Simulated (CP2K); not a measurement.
Here is a CP2K 2026.2 calculation.

Contents of cr_scf.inp:

```
&GLOBAL
  PROJECT cr_scf
  RUN_TYPE ENERGY_FORCE
  PRINT_LEVEL LOW
&END GLOBAL
&FORCE_EVAL
  METHOD QS
  STRESS_TENSOR ANALYTICAL
  &DFT
    BASIS_SET_FILE_NAME BASIS_MOLOPT_UCL
    POTENTIAL_FILE_NAME GTH_POTENTIALS
    UKS T
    MULTIPLICITY 11
    &MGRID
      CUTOFF 500
      REL_CUTOFF 60
      NGRIDS 5
    &END MGRID
    &QS
      METHOD GPW
      EPS_DEFAULT 1.0E-10
    &END QS
    &KPOINTS
      SCHEME MONKHORST-PACK 11 11 6
      GAMMA_CENTERED T
      SYMMETRY T
      SYMMETRY_BACKEND SPGLIB
    &END KPOINTS
    &SCF
      SCF_GUESS ATOMIC
      EPS_SCF 1.0E-6
      MAX_SCF 150
      ADDED_MOS 16 26
      CHOLESKY OFF
      EPS_EIGVAL 1.0E-7
      &DIAGONALIZATION ON
        ALGORITHM STANDARD
      &END DIAGONALIZATION
      &MIXING ON
        METHOD PULAY_MIXING
        ALPHA 0.4
        BETA 1.5
        NBUFFER 6
      &END MIXING
      &SMEAR ON
        METHOD FERMI_DIRAC
        ELECTRONIC_TEMPERATURE [K] 580.226
      &END SMEAR
    &END SCF
    &XC
      &XC_FUNCTIONAL
        &PBE
          PARAMETRIZATION PBESOL
        &END PBE
      &END XC_FUNCTIONAL
    &END XC
    &PRINT
      &KPOINTS ON
      &END KPOINTS
      &MULLIKEN ON
      &END MULLIKEN
      &MO ON
        ENERGIES T
        OCCUPATION_NUMBERS T
        &EACH
          QS_SCF 0
        &END EACH
        ADD_LAST NUMERIC
      &END MO
      &LOWDIN ON
      &END LOWDIN
      &HIRSHFELD ON
        SHAPE_FUNCTION DENSITY
      &END HIRSHFELD
      &E_DENSITY_CUBE ON
        STRIDE 2
      &END E_DENSITY_CUBE
      &V_HARTREE_CUBE ON
        STRIDE 2
      &END V_HARTREE_CUBE
      &ELF_CUBE ON
        STRIDE 2
      &END ELF_CUBE
    &END PRINT
  &END DFT
  &SUBSYS
    &CELL
      A 2.7140000000 0.0000000000 0.0000000000
      B -1.3570000000 2.3503929459 0.0000000000
      C 0.0000000000 0.0000000000 4.4100000000
      PERIODIC XYZ
    &END CELL
    &COORD
      SCALED
      Cr  0.6666666667 0.3333333333 0.7500000000
      Cr  0.3333333333 0.6666666667 0.2500000000
    &END COORD
    &KIND Cr
      BASIS_SET TZVP-MOLOPT-SR-GTH-q14
      POTENTIAL GTH-PBE-q14
      MAGNETIZATION 4.5
    &END KIND
    &PRINT
      &ATOMIC_COORDINATES ON
      &END ATOMIC_COORDINATES
      &CELL ON
      &END CELL
    &END PRINT
  &END SUBSYS
  &PRINT
    &FORCES ON
    &END FORCES
    &STRESS_TENSOR ON
    &END STRESS_TENSOR
  &END PRINT
&END FORCE_EVAL
```

Potentials or basis: GTH_POTENTIALS Cr GTH-PBE-q14; TZVP-MOLOPT-SR-GTH basis.

Command:

```sh
$ OMP_NUM_THREADS=1 cp2k.psmp -i cr_scf.inp -o cr_scf.out
```

(1) Predict the band gap on the k mesh.

(2) What does it give for the absolute moment?

(3) Estimate the pressure.

(4) What does it give for the net moment?

Answers

(1) none (metal or under the smearing width).

(2) 2.35 μB per cell.

(3) -29.9 GPa.

(4) 2.35 μB per cell.

Caveat: a pressure of tens of GPa on the cell as given is suspect, and the run, the potentials or the cell itself is likely at fault; the potentials were made for another functional, which shifts forces and pressure; the basis of atomic orbitals isn't converged, which shifts pressures, moduli and gaps.
